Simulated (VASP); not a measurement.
# BeTe (F-43m) in VASP: further runs

Aim: see how the results for BeTe move with the level of theory and the settings. Levels: LDA, PBE. Tasks: relaxation of cell and atoms, relaxation of the atoms.

Everything below comes from runs of VASP 6.6.1. Logs are shortened: lines on timing, memory, paths and dates and some standing lists are left out, and cuts for length are marked.

### Step 1. The crystal as given

The structure is cubic, space group F-43m (No. 216). The conventional cell has a = 5.562 Å, b = 5.562 Å, c = 5.562 Å, α = 90.00°, β = 90.00°, γ = 90.00°. Be (site symmetry -43m) has 4 Te at 2.41 Å as nearest neighbours. Around Te (site symmetry -43m) lie 4 Be at 2.41 Å.

### Step 2. Relaxation of cell and atoms, LDA

Contents of INCAR:

```
SYSTEM = BeTe
  ALGO = Normal
  EDIFF = 1E-7
  EDIFFG = -0.005
  ENCUT = 600
  GGA = CA
  IBRION = 2
  ISIF = 3
  ISMEAR = 0
  LASPH = .True.
  LCHARG = .False.
  LREAL = .False.
  LWAVE = .False.
  NELM = 80
  NSW = 90
  PREC = Accurate
  SIGMA = 0.03
```

Contents of KPOINTS:

```
k-points
0
Gamma
  8 8 8
  0 0 0
```

Contents of POSCAR:

```
BeTe                                    
1.0
   -0.0000000000      2.7812175367      2.7812175367
    2.7812175367     -0.0000000000      2.7812175367
    2.7812175367      2.7812175367      0.0000000000
  Be              Te            
     1     1
Direct
     0.0000000000000000    0.0000000000000000    0.0000000000000000
     0.2500000000000000    0.2500000000000000    0.2500000000000000
```

Potentials or basis: VASP PAW LDA potentials, release 64 (Be, Te).

The run is started by

```bash
> cat potpaw_LDA.64/Be/POTCAR potpaw_LDA.64/Te/POTCAR > POTCAR
> mpirun -np 1 vasp_std > vasp.out
```

OUTCAR:

```text
SYSTEM = BeTe
   EDIFF = 1E-7
   EDIFFG = -0.005
   ENCUT = 600
   GGA = CA
   IBRION = 2
   ISIF = 3
   ISMEAR = 0
   LASPH = .True.
   LREAL = .False.
   NELM = 80
   NSW = 90
   PREC = Accurate

 ion  position               nearest neighbor table
   1  0.000  0.000  0.000-   2 2.41   2 2.41   2 2.41   2 2.41
   2  0.250  0.250  0.250-   1 2.41   1 2.41   1 2.41   1 2.41

  LATTYP: Found a face centered cubic cell.
 ALAT       =     5.5624350734

  Lattice vectors:

 A1 = (   0.0000000000,   2.7812175367,   2.7812175367)
 A2 = (   2.7812175367,   0.0000000000,   2.7812175367)
 A3 = (   2.7812175367,   2.7812175367,   0.0000000000)

Analysis of symmetry for initial positions (statically):
=====================================================================
 Subroutine PRICEL returns:
 Original cell was already a primitive cell.

 Routine SETGRP: Setting up the symmetry group for a
 face centered cubic supercell.

 Subroutine GETGRP returns: Found 24 space group operations
 (whereof 24 operations were pure point group operations)
 out of a pool of 48 trial point group operations.

The static configuration has the point symmetry T_d .

Analysis of symmetry for dynamics (positions and initial velocities):
=====================================================================
 Subroutine PRICEL returns:
 Original cell was already a primitive cell.

 Routine SETGRP: Setting up the symmetry group for a
 face centered cubic supercell.

 Subroutine GETGRP returns: Found 24 space group operations
 (whereof 24 operations were pure point group operations)
 out of a pool of 48 trial point group operations.

The dynamic configuration has the point symmetry T_d .

 Subroutine INISYM returns: Found 24 space group operations
 (whereof 24 operations are pure point group operations),
 and found     1 'primitive' translations

----------------------------------------------------------------------------------------

                                     Primitive cell

  volume of cell :      43.0264

  direct lattice vectors                    reciprocal lattice vectors
     0.000000000  2.781217537  2.781217537    -0.179777379  0.179777379  0.179777379
     2.781217537  0.000000000  2.781217537     0.179777379 -0.179777379  0.179777379
     2.781217537  2.781217537  0.000000000     0.179777379  0.179777379 -0.179777379

  length of vectors
     3.933235560  3.933235560  3.933235560     0.311383555  0.311383555  0.311383555

  position of ions in fractional coordinates (direct lattice)
     0.000000000  0.000000000  0.000000000
     0.250000000  0.250000000  0.250000000

  ion indices of the primitive-cell ions
   primitive index   ion index
                 1           1
                 2           2

----------------------------------------------------------------------------------------

 KPOINTS: k-points

Automatic generation of k-mesh.
 Grid dimensions read from file:
 generate k-points for:    8    8    8

 Generating k-lattice:

  Cartesian coordinates                     Fractional coordinates (reciprocal lattice)
    -0.022472172  0.022472172  0.022472172     0.125000000  0.000000000  0.000000000
     0.022472172 -0.022472172  0.022472172     0.000000000  0.125000000  0.000000000
     0.022472172  0.022472172 -0.022472172     0.000000000  0.000000000  0.125000000

  Length of vectors
     0.038922944  0.038922944  0.038922944

  Shift w.r.t. Gamma in fractional coordinates (k-lattice)
     0.000000000  0.000000000  0.000000000

 Subroutine IBZKPT returns following result:
 ===========================================

 Found     29 irreducible k-points:

 Following reciprocal coordinates:
            Coordinates               Weight
  0.000000  0.000000  0.000000      1.000000
  0.125000  0.000000  0.000000      8.000000
  0.250000  0.000000  0.000000      8.000000
  0.375000  0.000000  0.000000      8.000000
  0.500000  0.000000  0.000000      4.000000
  0.125000  0.125000  0.000000      6.000000
[... 16 lines left out ...]
  0.500000  0.250000  0.125000     48.000000
 -0.375000  0.250000  0.125000     24.000000
 [... further k-points ...]
   k-points           NKPTS =     29   k-points in BZ     NKDIM =     29   number of bands    NBANDS=      8
   number of dos      NEDOS =    301   number of ions     NIONS =      2
   total plane-waves  NPLWV =  32768
   dimension x,y,z NGX =    32 NGY =   32 NGZ =   32
   dimension x,y,z NGXF=    64 NGYF=   64 NGZF=   64
   ions per type =               1   1
   NGX,Y,Z   is equivalent  to a cutoff of  13.53, 13.53, 13.53 a.u.
   NGXF,Y,Z  is equivalent  to a cutoff of  27.05, 27.05, 27.05 a.u.
 SYSTEM =  BeTe
   PREC   = accura    normal or accurate (medium, high low for compatibility)
   ISTART =      0    job   : 0-new  1-cont  2-samecut
   ICHARG =      2    charge: 1-file 2-atom 10-const
   ISPIN  =      1    spin polarized calculation?
   LNONCOLLINEAR =      F non collinear calculations
   LSORBIT =      F    spin-orbit coupling
   LASPH  =      T    aspherical Exc in radial PAW
   ENCUT  =  600.0 eV  44.10 Ry    6.64 a.u.   7.86  7.86  7.86*2*pi/ulx,y,z
   NELM   =     80;   NELMIN=  2; NELMDL= -5     # of ELM steps
   EDIFF  = 0.1E-06   stopping-criterion for ELM
   LREAL  =      F    real-space projection
   EDIFFG = -.5E-02   stopping-criterion for IOM
   NSW    =     90    number of steps for IOM
   IBRION =      2    ionic relax: 0-MD 1-quasi-New 2-CG
   NFREE  =      1    steps in history (QN), initial steepest desc. (CG)
   ISIF   =      3    stress and relaxation
   ISYM   =      2    0-nonsym 1-usesym 2-fastsym
   POTIM  = 0.5000    time-step for ionic-motion
   TEBEG  =    0.0;   TEEND  =   0.0 temperature during run
   PSTRESS=    0.0 pullay stress
   NELECT =       8.0000    total number of electrons
   NUPDOWN=      -1.0000    fix difference up-down
   EMIN   =  10.00;   EMAX   =-10.00  energy-range for DOS
   EFERMI =   0.00;   METHOD = LEGACY
   ISMEAR =     0;   SIGMA  =   0.03  broadening in eV -4-tet -1-fermi 0-gaus
   EFERMI_NEDOS =   21; number of points for ismear=-14 and -15
   IALGO  =     38    algorithm
   IMIX   =      4    mixing-type and parameters
     AMIX     =   0.40;   BMIX     =  1.00
     AMIX_MAG =   1.60;   BMIX_MAG =  1.00
  volume/ion in A,a.u.               =      21.51       145.18
  Fermi-wavevector in a.u.,A,eV,Ry     =   0.934386  1.765734 11.878948  0.873078
  Thomas-Fermi vector in A             =   2.061186
   LORBIT       =      0    0 simple, 1 ext, 2 COOP (PROOUT), +10 PAW based schemes
   GGA     = CA    functional components
   LHFCALC =     F    Hartree Fock is set to
   AEXX    =    0.0000 exact exchange contribution
   IVDW    =     0    specifies the selected vdW correction
   LEPSILON=     F    determine dielectric tensor
   LRPA    =     F    only Hartree local field effects (RPA)
 conjugate gradient relaxation of ions
 non-spin polarized calculation
 Gauss-broadening in eV      SIGMA  =   0.03
  energy-cutoff  :      600.00
  volume of cell :       43.03
 maximum number of plane-waves:      1459
   NGX = 15   NGY = 15   NGZ = 15

 number of electron       8.0000000 magnetization

 Free energy of the ion-electron system (eV)
  ---------------------------------------------------
  ext. energy  EPLUGINS =         0.00000000
  ---------------------------------------------------
  free energy    TOTEN  =        -8.72671099 eV

  energy without entropy =       -8.72671099  energy(sigma->0) =       -8.72671099

 E-fermi :   5.4890     XC(G=0):  -9.4148

 val. band max:        5.3686882145   @ k =   0.0000   0.0000   0.0000
 cond. band min:       7.1491552224   @ k =   0.5000   0.5000   0.0000
 fundamental gap:      1.7804670079
 Fermi energy:         5.4890347504

 k-point     1 :       0.0000    0.0000    0.0000
  band No.  band energies     occupation
      1      -7.1994      2.00000
      2       5.3687      2.00000
      3       5.3687      2.00000
      4       5.3687      2.00000
      5       8.9218      0.00000
      6       8.9218      0.00000
      7       8.9218      0.00000
      8       9.3678      0.00000

 k-point     2 :       0.1250    0.0000    0.0000
  band No.  band energies     occupation
      1      -7.0446      2.00000
      2       4.0016      2.00000
      3       5.1170      2.00000
      4       5.1170      2.00000
      5       8.9174      0.00000
      6       9.2819      0.00000
      7       9.2819      0.00000
      8      10.6342      0.00000

 k-point     3 :       0.2500    0.0000    0.0000
  band No.  band energies     occupation
      1      -6.6157      2.00000
      2       1.9181      2.00000
      3       4.6539      2.00000
      4       4.6539      2.00000
      5       8.7291      0.00000
      6       9.8246      0.00000
      7       9.8246      0.00000
      8      12.4894      0.00000

 k-point     4 :       0.3750    0.0000    0.0000
  band No.  band energies     occupation
      1      -6.0643      2.00000
      2       0.2642      2.00000
      3       4.3011      2.00000
      4       4.3011      2.00000
      5       8.5769      0.00000
      6       9.9451      0.00000
      7       9.9451      0.00000
      8      13.0755      0.00000

 k-point     5 :       0.5000    0.0000    0.0000
  band No.  band energies     occupation
      1      -5.7727      2.00000
      2      -0.4062      2.00000
      3       4.1749      2.00000
      4       4.1749      2.00000
      5       8.5228      0.00000
      6       9.9065      0.00000
      7       9.9065      0.00000
      8      13.0036      0.00000
[... 177 lines left out ...]
 k-point    22 :       0.3750    0.2500    0.1250
  band No.  band energies     occupation
      1      -6.2602      2.00000
      2       1.6782      2.00000
      3       2.9963      2.00000
      4       4.0739      2.00000
      5       8.8886      0.00000
      6      10.3244      0.00000
      7      10.6581      0.00000
      8      11.6975      0.00000

 k-point    23 :       0.5000    0.2500    0.1250
  band No.  band energies     occupation
      1      -5.7689      2.00000
      2       0.5684      2.00000
      3       2.4493      2.00000
      4       3.5890      2.00000
      5       9.3464      0.00000
      6      10.0551      0.00000
      7      11.2926      0.00000
      8      12.3291      0.00000

 k-point    24 :      -0.3750    0.2500    0.1250
  band No.  band energies     occupation
      1      -5.5183      2.00000
      2       0.0430      2.00000
      3       2.3435      2.00000
      4       3.3511      2.00000
      5       9.4905      0.00000
      6       9.7656      0.00000
      7      12.1025      0.00000
      8      13.1603      0.00000

 [... further k-points ...]

------------------------ aborting loop because EDIFF is reached ----------------------------------------

  FORCE on cell =-STRESS in cart. coord.  units (eV):
  Direction    XX          YY          ZZ          XY          YZ          ZX
  --------------------------------------------------------------------------------------
  -------------------------------------------------------------------------------------
  Total        0.0004564      0.0004564      0.0004564      0.0000000      0.0000000     -0.0000000
  in kB        0.0169940      0.0169940      0.0169940      0.0000000      0.0000000     -0.0000000
  external PRESSURE =       0.0169940 kB  Pullay stress =       0.0000000 kB

 VOLUME and BASIS-vectors are now :
 -----------------------------------------------------------------------------
  energy-cutoff  :      600.00
  volume of cell :       43.03
      direct lattice vectors                 reciprocal lattice vectors
     0.000000000  2.781217537  2.781217537    -0.179777379  0.179777379  0.179777379
     2.781217537  0.000000000  2.781217537     0.179777379 -0.179777379  0.179777379
     2.781217537  2.781217537  0.000000000     0.179777379  0.179777379 -0.179777379

 POSITION                                       TOTAL-FORCE (eV/Angst)
 -----------------------------------------------------------------------------------
      0.00000      0.00000      0.00000        -0.000000      0.000000     -0.000000
      1.39061      1.39061      1.39061         0.000000     -0.000000      0.000000
 -----------------------------------------------------------------------------------
    total drift:                                0.000000      0.000000      0.000000

  FREE ENERGIE OF THE ION-ELECTRON SYSTEM (eV)
  ---------------------------------------------------
  free  energy   TOTEN  =        -8.7267109866 eV

  energy  without entropy=       -8.7267109866  energy(sigma->0) =       -8.72671099

 reached required accuracy - stopping structural energy minimisation
```

Wall time 6.8 s (1 thread of Intel Xeon Platinum 8259CL at 2.50GHz (Skylake/Cascade Lake), shared host); peak memory 0.16 GiB.

What came out:

```
Free energy             : -8.7267 eV
Pressure after relaxing : 0.0 GPa
Band gap on the k mesh  : 1.78 eV, indirect (least direct gap 3.55 eV)
```

Final structure:
```
Be Te
1.0
     0.00000    2.78122    2.78122
     2.78122    0.00000    2.78122
     2.78122    2.78122    0.00000
Be Te
1 1
Cartesian
  0.0000 0.0000 0.0000
  1.3906 1.3906 1.3906
```

Caveat: the relaxation stopped at its first step, so nothing moved; spin-orbit coupling is left out, which moves the levels of the heavy elements. As with any semilocal functional, this LDA gap is likely too small.

(Part 1 of 2 ends here.)
